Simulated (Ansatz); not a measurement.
Here is an Ansatz 0.2.0 calculation.

Contents of input.yaml:

```yaml
crystal:
  lattice:
    - [3.27188478, 0.0, 0.0]
    - [0.0, 3.27188478, 0.0]
    - [0.0, 0.0, 3.27188478]
  atoms:
    - { symbol: In, position: [0.0, 0.0, 0.0] }
    - { symbol: Pd, position: [0.5, 0.5, 0.5] }
hamiltonian:
  xc: pbesol
  pseudopotentials: { kind: paw }
kpoints:
  mp_grid: { grid: [8, 8, 8] }
scf:
  occupations: { method: fermi_dirac, width: 0.05 }
output:
  forces: true
  stress: true
  eigenvalues: true
  write_density: true
  write_potential: true
  elf: true
  volumetric_format: npy
relax:
  f_tol: 0.01
  max_steps: 40
  cell: { stress_tol: 0.05, p_target: 10.0 }
```

Potentials or basis: Ansatz PAW.

Launch:

```bash
$ ansatz run input.yaml --threads 2 --pin off --max-ram 5632MiB --backend cpu --events-out ev --progress --plain --runs-dir out
```

Task: What does it give for the relaxed cell?

Result: a = 3.181 Å, b = 3.181 Å, c = 3.181 Å, α = 90.00°, β = 90.00°, γ = 90.00°.

Task: What does it give for the space group after relaxing (to 0.05 Å)?

Result: Pm-3m (No. 221).

Task: Estimate the band gap on the k mesh.

Result: None (metal or under the smearing width).

Task: Predict the relaxed volume.

Result: 16.10 Å³/atom.

Final structure:
```
In Pd
1.0
     3.18125    0.00000    0.00000
     0.00000    3.18125    0.00000
     0.00000    0.00000    3.18125
In Pd
1 1
Direct
  0.00000 0.00000 0.00000
  0.50000 0.50000 0.50000
```

Caveat: the PAW data sets come from PBE, with cores solved anew for the run's functional, which leaves a small shift of forces and pressure.
